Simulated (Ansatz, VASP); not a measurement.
# Cross-check of GaSb between VASP and Ansatz, part 2 of 3

One calculation is typed for both programs; each brings its own data sets. How far apart do they land? The structure shown is the start of the Ansatz relaxation below; VASP solves that cell, so the two are compared at the walk's first step.

VASP 6.6.1 and Ansatz 0.2.0.

So far: Starting point; Ansatz: relaxation, r2SCAN.

## 3. VASP: single point, r2SCAN, start cell

Level of this step: r2SCAN; plane waves and PAW (Ga_d, Sb) (VASP).

The same cell, functional, mesh and smearing now go to VASP, with its own data sets.

Lines of VASP's logs that name or quote its potential files are left out, and so is its time.

Input file INCAR:

```
SYSTEM = GaSb
PREC = Accurate
ENCUT = 440
EDIFF = 1E-06
NELM = 120
ISMEAR = 0
SIGMA = 0.02
LREAL = .FALSE.
ALGO = Normal
METAGGA = R2SCAN
LASPH = .TRUE.
NBANDS = 15
LORBIT = 11
LWAVE = .FALSE.
LCHARG = .FALSE.
ISIF = 2
ISYM = 2
GGA_COMPAT = .FALSE.
EFERMI = MIDGAP
LMIXTAU = .TRUE.
KPAR = 2
```

Input file POSCAR:

```
GaSb
1.0
    0.0309240000      3.0974070000      3.0540230000
    3.0974070000      0.0309240000      3.0540230000
    3.1283300000      3.1283300000      0.0000000000
Ga Sb
1 1
Direct
    0.9993161479      0.9993161479      0.0007014336
    0.7506839339      0.7506839339      0.7492982448
```

Input file KPOINTS:

```
Points of the shifted mesh
1728
Reciprocal
 0.0416666667  0.0416666667  0.0416666667 1
 0.0416666667  0.0416666667  0.1250000000 1
 0.0416666667  0.0416666667  0.2083333333 1
 0.0416666667  0.0416666667  0.2916666667 1
 0.0416666667  0.0416666667  0.3750000000 1
 0.0416666667  0.0416666667  0.4583333333 1
 0.0416666667  0.0416666667  0.5416666667 1
 0.0416666667  0.0416666667  0.6250000000 1
 0.0416666667  0.0416666667  0.7083333333 1
 0.0416666667  0.0416666667  0.7916666667 1
 0.0416666667  0.0416666667  0.8750000000 1
 0.0416666667  0.0416666667  0.9583333333 1
 0.0416666667  0.1250000000  0.0416666667 1
 0.0416666667  0.1250000000  0.1250000000 1
 0.0416666667  0.1250000000  0.2083333333 1
 0.0416666667  0.1250000000  0.2916666667 1
 0.0416666667  0.1250000000  0.3750000000 1
 0.0416666667  0.1250000000  0.4583333333 1
 0.0416666667  0.1250000000  0.5416666667 1
 0.0416666667  0.1250000000  0.6250000000 1
 0.0416666667  0.1250000000  0.7083333333 1
 0.0416666667  0.1250000000  0.7916666667 1
 0.0416666667  0.1250000000  0.8750000000 1
 0.0416666667  0.1250000000  0.9583333333 1
 0.0416666667  0.2083333333  0.0416666667 1
 0.0416666667  0.2083333333  0.1250000000 1
 0.0416666667  0.2083333333  0.2083333333 1
 0.0416666667  0.2083333333  0.2916666667 1
 0.0416666667  0.2083333333  0.3750000000 1
 0.0416666667  0.2083333333  0.4583333333 1
 0.0416666667  0.2083333333  0.5416666667 1
 0.0416666667  0.2083333333  0.6250000000 1
 0.0416666667  0.2083333333  0.7083333333 1
 0.0416666667  0.2083333333  0.7916666667 1
 0.0416666667  0.2083333333  0.8750000000 1
 0.0416666667  0.2083333333  0.9583333333 1
 0.0416666667  0.2916666667  0.0416666667 1
 0.0416666667  0.2916666667  0.1250000000 1
 0.0416666667  0.2916666667  0.2083333333 1
 0.0416666667  0.2916666667  0.2916666667 1
 0.0416666667  0.2916666667  0.3750000000 1
 0.0416666667  0.2916666667  0.4583333333 1
 0.0416666667  0.2916666667  0.5416666667 1
 0.0416666667  0.2916666667  0.6250000000 1
 0.0416666667  0.2916666667  0.7083333333 1
 0.0416666667  0.2916666667  0.7916666667 1
 0.0416666667  0.2916666667  0.8750000000 1
 0.0416666667  0.2916666667  0.9583333333 1
 0.0416666667  0.3750000000  0.0416666667 1
 0.0416666667  0.3750000000  0.1250000000 1
 0.0416666667  0.3750000000  0.2083333333 1
 0.0416666667  0.3750000000  0.2916666667 1
 0.0416666667  0.3750000000  0.3750000000 1
 0.0416666667  0.3750000000  0.4583333333 1
 0.0416666667  0.3750000000  0.5416666667 1
 0.0416666667  0.3750000000  0.6250000000 1
 0.0416666667  0.3750000000  0.7083333333 1
 0.0416666667  0.3750000000  0.7916666667 1
 0.0416666667  0.3750000000  0.8750000000 1
 0.0416666667  0.3750000000  0.9583333333 1
 0.0416666667  0.4583333333  0.0416666667 1
 0.0416666667  0.4583333333  0.1250000000 1
 0.0416666667  0.4583333333  0.2083333333 1
 0.0416666667  0.4583333333  0.2916666667 1
 0.0416666667  0.4583333333  0.3750000000 1
 0.0416666667  0.4583333333  0.4583333333 1
 0.0416666667  0.4583333333  0.5416666667 1
 0.0416666667  0.4583333333  0.6250000000 1
 0.0416666667  0.4583333333  0.7083333333 1
 0.0416666667  0.4583333333  0.7916666667 1
 0.0416666667  0.4583333333  0.8750000000 1
 0.0416666667  0.4583333333  0.9583333333 1
 0.0416666667  0.5416666667  0.0416666667 1
 0.0416666667  0.5416666667  0.1250000000 1
 0.0416666667  0.5416666667  0.2083333333 1
 0.0416666667  0.5416666667  0.2916666667 1
 0.0416666667  0.5416666667  0.3750000000 1
 0.0416666667  0.5416666667  0.4583333333 1
 0.0416666667  0.5416666667  0.5416666667 1
 0.0416666667  0.5416666667  0.6250000000 1
 0.0416666667  0.5416666667  0.7083333333 1
 0.0416666667  0.5416666667  0.7916666667 1
 0.0416666667  0.5416666667  0.8750000000 1
 0.0416666667  0.5416666667  0.9583333333 1
 0.0416666667  0.6250000000  0.0416666667 1
 0.0416666667  0.6250000000  0.1250000000 1
 0.0416666667  0.6250000000  0.2083333333 1
 0.0416666667  0.6250000000  0.2916666667 1
 0.0416666667  0.6250000000  0.3750000000 1
 0.0416666667  0.6250000000  0.4583333333 1
 0.0416666667  0.6250000000  0.5416666667 1
 0.0416666667  0.6250000000  0.6250000000 1
 0.0416666667  0.6250000000  0.7083333333 1
 0.0416666667  0.6250000000  0.7916666667 1
 0.0416666667  0.6250000000  0.8750000000 1
 0.0416666667  0.6250000000  0.9583333333 1
 0.0416666667  0.7083333333  0.0416666667 1
 0.0416666667  0.7083333333  0.1250000000 1
 0.0416666667  0.7083333333  0.2083333333 1
 0.0416666667  0.7083333333  0.2916666667 1
 0.0416666667  0.7083333333  0.3750000000 1
 0.0416666667  0.7083333333  0.4583333333 1
 0.0416666667  0.7083333333  0.5416666667 1
 0.0416666667  0.7083333333  0.6250000000 1
 0.0416666667  0.7083333333  0.7083333333 1
 0.0416666667  0.7083333333  0.7916666667 1
 0.0416666667  0.7083333333  0.8750000000 1
 0.0416666667  0.7083333333  0.9583333333 1
 0.0416666667  0.7916666667  0.0416666667 1
 0.0416666667  0.7916666667  0.1250000000 1
 0.0416666667  0.7916666667  0.2083333333 1
 0.0416666667  0.7916666667  0.2916666667 1
[... 1390 lines left out ...]
 0.8750000000  0.4583333333  0.1250000000 1
 0.8750000000  0.4583333333  0.2083333333 1
 0.8750000000  0.4583333333  0.2916666667 1
 0.8750000000  0.4583333333  0.3750000000 1
 0.8750000000  0.4583333333  0.4583333333 1
 0.8750000000  0.4583333333  0.5416666667 1
 0.8750000000  0.4583333333  0.6250000000 1
 0.8750000000  0.4583333333  0.7083333333 1
 0.8750000000  0.4583333333  0.7916666667 1
 0.8750000000  0.4583333333  0.8750000000 1
 0.8750000000  0.4583333333  0.9583333333 1
 0.8750000000  0.5416666667  0.0416666667 1
 0.8750000000  0.5416666667  0.1250000000 1
 0.8750000000  0.5416666667  0.2083333333 1
 0.8750000000  0.5416666667  0.2916666667 1
 0.8750000000  0.5416666667  0.3750000000 1
 0.8750000000  0.5416666667  0.4583333333 1
 0.8750000000  0.5416666667  0.5416666667 1
 0.8750000000  0.5416666667  0.6250000000 1
 0.8750000000  0.5416666667  0.7083333333 1
 0.8750000000  0.5416666667  0.7916666667 1
 0.8750000000  0.5416666667  0.8750000000 1
 0.8750000000  0.5416666667  0.9583333333 1
 0.8750000000  0.6250000000  0.0416666667 1
 0.8750000000  0.6250000000  0.1250000000 1
 0.8750000000  0.6250000000  0.2083333333 1
 0.8750000000  0.6250000000  0.2916666667 1
 0.8750000000  0.6250000000  0.3750000000 1
 0.8750000000  0.6250000000  0.4583333333 1
 0.8750000000  0.6250000000  0.5416666667 1
 0.8750000000  0.6250000000  0.6250000000 1
 0.8750000000  0.6250000000  0.7083333333 1
 0.8750000000  0.6250000000  0.7916666667 1
 0.8750000000  0.6250000000  0.8750000000 1
 0.8750000000  0.6250000000  0.9583333333 1
 0.8750000000  0.7083333333  0.0416666667 1
 0.8750000000  0.7083333333  0.1250000000 1
 0.8750000000  0.7083333333  0.2083333333 1
 0.8750000000  0.7083333333  0.2916666667 1
 0.8750000000  0.7083333333  0.3750000000 1
 0.8750000000  0.7083333333  0.4583333333 1
 0.8750000000  0.7083333333  0.5416666667 1
 0.8750000000  0.7083333333  0.6250000000 1
 0.8750000000  0.7083333333  0.7083333333 1
 0.8750000000  0.7083333333  0.7916666667 1
 0.8750000000  0.7083333333  0.8750000000 1
 0.8750000000  0.7083333333  0.9583333333 1
 0.8750000000  0.7916666667  0.0416666667 1
 0.8750000000  0.7916666667  0.1250000000 1
 0.8750000000  0.7916666667  0.2083333333 1
 0.8750000000  0.7916666667  0.2916666667 1
 0.8750000000  0.7916666667  0.3750000000 1
 0.8750000000  0.7916666667  0.4583333333 1
 0.8750000000  0.7916666667  0.5416666667 1
 0.8750000000  0.7916666667  0.6250000000 1
 0.8750000000  0.7916666667  0.7083333333 1
 0.8750000000  0.7916666667  0.7916666667 1
 0.8750000000  0.7916666667  0.8750000000 1
 0.8750000000  0.7916666667  0.9583333333 1
 0.8750000000  0.8750000000  0.0416666667 1
 0.8750000000  0.8750000000  0.1250000000 1
 0.8750000000  0.8750000000  0.2083333333 1
 0.8750000000  0.8750000000  0.2916666667 1
 0.8750000000  0.8750000000  0.3750000000 1
 0.8750000000  0.8750000000  0.4583333333 1
 0.8750000000  0.8750000000  0.5416666667 1
 0.8750000000  0.8750000000  0.6250000000 1
 0.8750000000  0.8750000000  0.7083333333 1
 0.8750000000  0.8750000000  0.7916666667 1
 0.8750000000  0.8750000000  0.8750000000 1
 0.8750000000  0.8750000000  0.9583333333 1
 0.8750000000  0.9583333333  0.0416666667 1
 0.8750000000  0.9583333333  0.1250000000 1
 0.8750000000  0.9583333333  0.2083333333 1
 0.8750000000  0.9583333333  0.2916666667 1
 0.8750000000  0.9583333333  0.3750000000 1
 0.8750000000  0.9583333333  0.4583333333 1
 0.8750000000  0.9583333333  0.5416666667 1
 0.8750000000  0.9583333333  0.6250000000 1
 0.8750000000  0.9583333333  0.7083333333 1
 0.8750000000  0.9583333333  0.7916666667 1
 0.8750000000  0.9583333333  0.8750000000 1
 0.8750000000  0.9583333333  0.9583333333 1
 0.9583333333  0.0416666667  0.0416666667 1
 0.9583333333  0.0416666667  0.1250000000 1
 0.9583333333  0.0416666667  0.2083333333 1
 0.9583333333  0.0416666667  0.2916666667 1
 0.9583333333  0.0416666667  0.3750000000 1
 0.9583333333  0.0416666667  0.4583333333 1
 0.9583333333  0.0416666667  0.5416666667 1
 0.9583333333  0.0416666667  0.6250000000 1
 0.9583333333  0.0416666667  0.7083333333 1
 0.9583333333  0.0416666667  0.7916666667 1
 0.9583333333  0.0416666667  0.8750000000 1
 0.9583333333  0.0416666667  0.9583333333 1
 0.9583333333  0.1250000000  0.0416666667 1
 0.9583333333  0.1250000000  0.1250000000 1
 0.9583333333  0.1250000000  0.2083333333 1
 0.9583333333  0.1250000000  0.2916666667 1
 0.9583333333  0.1250000000  0.3750000000 1
 0.9583333333  0.1250000000  0.4583333333 1
 0.9583333333  0.1250000000  0.5416666667 1
 0.9583333333  0.1250000000  0.6250000000 1
 0.9583333333  0.1250000000  0.7083333333 1
 0.9583333333  0.1250000000  0.7916666667 1
 0.9583333333  0.1250000000  0.8750000000 1
 0.9583333333  0.1250000000  0.9583333333 1
 0.9583333333  0.2083333333  0.0416666667 1
 0.9583333333  0.2083333333  0.1250000000 1
 0.9583333333  0.2083333333  0.2083333333 1
 0.9583333333  0.2083333333  0.2916666667 1
 0.9583333333  0.2083333333  0.3750000000 1
 0.9583333333  0.2083333333  0.4583333333 1
 0.9583333333  0.2083333333  0.5416666667 1
 0.9583333333  0.2083333333  0.6250000000 1
 0.9583333333  0.2083333333  0.7083333333 1
 0.9583333333  0.2083333333  0.7916666667 1
 0.9583333333  0.2083333333  0.8750000000 1
 0.9583333333  0.2083333333  0.9583333333 1
 0.9583333333  0.2916666667  0.0416666667 1
 0.9583333333  0.2916666667  0.1250000000 1
 0.9583333333  0.2916666667  0.2083333333 1
 0.9583333333  0.2916666667  0.2916666667 1
 0.9583333333  0.2916666667  0.3750000000 1
 0.9583333333  0.2916666667  0.4583333333 1
 0.9583333333  0.2916666667  0.5416666667 1
 0.9583333333  0.2916666667  0.6250000000 1
 0.9583333333  0.2916666667  0.7083333333 1
 0.9583333333  0.2916666667  0.7916666667 1
 0.9583333333  0.2916666667  0.8750000000 1
 0.9583333333  0.2916666667  0.9583333333 1
 0.9583333333  0.3750000000  0.0416666667 1
 0.9583333333  0.3750000000  0.1250000000 1
 0.9583333333  0.3750000000  0.2083333333 1
 0.9583333333  0.3750000000  0.2916666667 1
 0.9583333333  0.3750000000  0.3750000000 1
 0.9583333333  0.3750000000  0.4583333333 1
 0.9583333333  0.3750000000  0.5416666667 1
 0.9583333333  0.3750000000  0.6250000000 1
 0.9583333333  0.3750000000  0.7083333333 1
 0.9583333333  0.3750000000  0.7916666667 1
 0.9583333333  0.3750000000  0.8750000000 1
 0.9583333333  0.3750000000  0.9583333333 1
 0.9583333333  0.4583333333  0.0416666667 1
 0.9583333333  0.4583333333  0.1250000000 1
 0.9583333333  0.4583333333  0.2083333333 1
 0.9583333333  0.4583333333  0.2916666667 1
 0.9583333333  0.4583333333  0.3750000000 1
 0.9583333333  0.4583333333  0.4583333333 1
 0.9583333333  0.4583333333  0.5416666667 1
 0.9583333333  0.4583333333  0.6250000000 1
 0.9583333333  0.4583333333  0.7083333333 1
 0.9583333333  0.4583333333  0.7916666667 1
 0.9583333333  0.4583333333  0.8750000000 1
 0.9583333333  0.4583333333  0.9583333333 1
 0.9583333333  0.5416666667  0.0416666667 1
 0.9583333333  0.5416666667  0.1250000000 1
 0.9583333333  0.5416666667  0.2083333333 1
 0.9583333333  0.5416666667  0.2916666667 1
 0.9583333333  0.5416666667  0.3750000000 1
 0.9583333333  0.5416666667  0.4583333333 1
 0.9583333333  0.5416666667  0.5416666667 1
 0.9583333333  0.5416666667  0.6250000000 1
 0.9583333333  0.5416666667  0.7083333333 1
 0.9583333333  0.5416666667  0.7916666667 1
 0.9583333333  0.5416666667  0.8750000000 1
 0.9583333333  0.5416666667  0.9583333333 1
 0.9583333333  0.6250000000  0.0416666667 1
 0.9583333333  0.6250000000  0.1250000000 1
 0.9583333333  0.6250000000  0.2083333333 1
 0.9583333333  0.6250000000  0.2916666667 1
 0.9583333333  0.6250000000  0.3750000000 1
 0.9583333333  0.6250000000  0.4583333333 1
 0.9583333333  0.6250000000  0.5416666667 1
 0.9583333333  0.6250000000  0.6250000000 1
 0.9583333333  0.6250000000  0.7083333333 1
 0.9583333333  0.6250000000  0.7916666667 1
 0.9583333333  0.6250000000  0.8750000000 1
 0.9583333333  0.6250000000  0.9583333333 1
 0.9583333333  0.7083333333  0.0416666667 1
 0.9583333333  0.7083333333  0.1250000000 1
 0.9583333333  0.7083333333  0.2083333333 1
 0.9583333333  0.7083333333  0.2916666667 1
 0.9583333333  0.7083333333  0.3750000000 1
 0.9583333333  0.7083333333  0.4583333333 1
 0.9583333333  0.7083333333  0.5416666667 1
 0.9583333333  0.7083333333  0.6250000000 1
 0.9583333333  0.7083333333  0.7083333333 1
 0.9583333333  0.7083333333  0.7916666667 1
 0.9583333333  0.7083333333  0.8750000000 1
 0.9583333333  0.7083333333  0.9583333333 1
 0.9583333333  0.7916666667  0.0416666667 1
 0.9583333333  0.7916666667  0.1250000000 1
 0.9583333333  0.7916666667  0.2083333333 1
 0.9583333333  0.7916666667  0.2916666667 1
 0.9583333333  0.7916666667  0.3750000000 1
 0.9583333333  0.7916666667  0.4583333333 1
 0.9583333333  0.7916666667  0.5416666667 1
 0.9583333333  0.7916666667  0.6250000000 1
 0.9583333333  0.7916666667  0.7083333333 1
 0.9583333333  0.7916666667  0.7916666667 1
 0.9583333333  0.7916666667  0.8750000000 1
 0.9583333333  0.7916666667  0.9583333333 1
 0.9583333333  0.8750000000  0.0416666667 1
 0.9583333333  0.8750000000  0.1250000000 1
 0.9583333333  0.8750000000  0.2083333333 1
 0.9583333333  0.8750000000  0.2916666667 1
 0.9583333333  0.8750000000  0.3750000000 1
 0.9583333333  0.8750000000  0.4583333333 1
 0.9583333333  0.8750000000  0.5416666667 1
 0.9583333333  0.8750000000  0.6250000000 1
 0.9583333333  0.8750000000  0.7083333333 1
 0.9583333333  0.8750000000  0.7916666667 1
 0.9583333333  0.8750000000  0.8750000000 1
 0.9583333333  0.8750000000  0.9583333333 1
 0.9583333333  0.9583333333  0.0416666667 1
 0.9583333333  0.9583333333  0.1250000000 1
 0.9583333333  0.9583333333  0.2083333333 1
 0.9583333333  0.9583333333  0.2916666667 1
 0.9583333333  0.9583333333  0.3750000000 1
 0.9583333333  0.9583333333  0.4583333333 1
 0.9583333333  0.9583333333  0.5416666667 1
 0.9583333333  0.9583333333  0.6250000000 1
 0.9583333333  0.9583333333  0.7083333333 1
 0.9583333333  0.9583333333  0.7916666667 1
 0.9583333333  0.9583333333  0.8750000000 1
 0.9583333333  0.9583333333  0.9583333333 1
```

The projector-augmented-wave data sets are Ga_d and Sb (PBE family, release 64).

The run is started by

```sh
$ mpirun -np 2 vasp_std
```

Output:

```text
[banner, memory and clock lines left out]
running    2 mpi-ranks, on    1 nodes
 distrk:  each k-point on    1 cores,    2 groups
 distr:  one band on    1 cores,    1 groups

 POSCAR found type information on POSCAR GaSb
 POSCAR found :  2 types and       2 ions
|                                                                             |
|               ----> ADVICE to this user running VASP <----                  |
|                                                                             |
|     You enforced a specific xc type in the INCAR file but a different       |
|     [... a line on the potential file left out ...]
|     I HOPE YOU KNOW WHAT YOU ARE DOING!                                     |
|                                                                             |

 LDA part: xc-table for (None), standard interpolation
 POSCAR, INCAR and KPOINTS ok, starting setup
 FFT: planning ... GRIDC
 FFT: planning ... GRID_SOFT
 FFT: planning ... GRID
 WAVECAR not read
 entering main loop
       N       E                     dE             d eps       ncg     rms          rms(c)
DAV:   1     0.465238750771E+02    0.46524E+02   -0.82866E+03 52568   0.137E+03
DAV:   2    -0.334719846164E+02   -0.79996E+02   -0.77205E+02 60380   0.289E+02
DAV:   3    -0.393405973272E+02   -0.58686E+01   -0.58539E+01 62081   0.665E+01
DAV:   4    -0.394404558269E+02   -0.99858E-01   -0.99845E-01 64165   0.981E+00
DAV:   5    -0.394427488872E+02   -0.22931E-02   -0.22930E-02 66409   0.131E+00    0.283E+00
DAV:   6    -0.375575080786E+02    0.18852E+01   -0.39133E-01 54731   0.979E+00    0.196E+00
DAV:   7    -0.376325703377E+02   -0.75062E-01   -0.36637E-01 56607   0.696E+00    0.600E-01
DAV:   8    -0.375849145751E+02    0.47656E-01   -0.24691E-01 52099   0.480E+00    0.183E-01
DAV:   9    -0.375936803236E+02   -0.87657E-02   -0.13527E-02 64034   0.980E-01    0.216E-01
DAV:  10    -0.375955039771E+02   -0.18237E-02   -0.23563E-03 57118   0.481E-01    0.399E-01
DAV:  11    -0.375989255246E+02   -0.34215E-02   -0.14496E-02 54710   0.885E-01    0.641E-02
DAV:  12    -0.375975278942E+02    0.13976E-02   -0.14932E-03 65070   0.301E-01    0.757E-02
DAV:  13    -0.375987960609E+02   -0.12682E-02   -0.41712E-04 55746   0.175E-01    0.662E-02
DAV:  14    -0.375989622941E+02   -0.16623E-03   -0.76124E-04 54738   0.196E-01    0.206E-02
DAV:  15    -0.375990928876E+02   -0.13059E-03   -0.92460E-05 60310   0.845E-02    0.102E-02
DAV:  16    -0.375991571263E+02   -0.64239E-04   -0.71479E-05 55690   0.593E-02    0.824E-03
DAV:  17    -0.375991574993E+02   -0.37296E-06   -0.13785E-06 64821   0.105E-02
   1 F= -.37599157E+02 E0= -.37599157E+02  d E =-.106419-148
```

(Continued in part 3 of 3.)

[Lines on the potential files, build, host, timing and source positions are cut from VASP's logs without a mark.]

[Logs are printed without paths, hosts, clocks, repeated set-up lines and the standing remarks that a program may print on its own settings, such as how far it seeks lower states.]

[Hosts, paths, dates, database ids (printed as entryN), source tags and the programs' standing remarks are cut or masked in the printed files.]
